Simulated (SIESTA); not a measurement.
The system is TaN.

```xyz
2
Lattice="0.0000 2.2113 2.2113 2.2113 0.0000 2.2113 2.2113 2.2113 0.0000" Properties=species:S:1:pos:R:3 pbc="T T T"
Ta    2.2113    2.2113    2.2113
N     0.0000    0.0000    0.0000
```

The cell comes from a database or a generator and needn't be the stable form of this composition.

Base run:

| Property | Result |
| --- | --- |
| Program | SIESTA 5.4.2 |
| Functional | PBE |
| Potentials or basis | PseudoDojo 0.4 standard (PBE files) |
| Basis | DZP (energy shift 0.003 Ry; two zetas on semicore shells) |
| Grid cutoff | 800 Ry |
| Energy shift | 0.003 Ry |
| k mesh | 10 × 10 × 10 |
| Occupations | fermi-dirac, width 0.05 eV |
| Spin | no spin polarisation |
| Hubbard terms | Ta d U = 6 eV |

Its results: band gap on the k mesh none (metal or under the smearing width); pressure 8.9 GPa.

**Question.** After a change of settings the same cell gave: band gap on the k mesh none (metal or under the smearing width); pressure 6.3 GPa. Which change was it?
A. basis from DZP (energy shift 0.003 Ry; two zetas on semicore shells) to TZDP (energy shift 0.003 Ry; two zetas on semicore shells); hubbard terms from Ta d U = 6 eV to none
B. hubbard terms from Ta d U = 6 eV to Ta d U = 2 eV
C. hubbard terms from Ta d U = 6 eV to none
D. basis from DZP (energy shift 0.003 Ry; two zetas on semicore shells) to DZDP (energy shift 0.003 Ry; two zetas on semicore shells); hubbard terms from Ta d U = 6 eV to none

**Answer.** B.

Caveats: short orbitals over semicore shells can move pressures by several GPa; the basis of atomic orbitals isn't converged, which shifts pressures, moduli and gaps; U without spin polarisation on a metal has little footing.
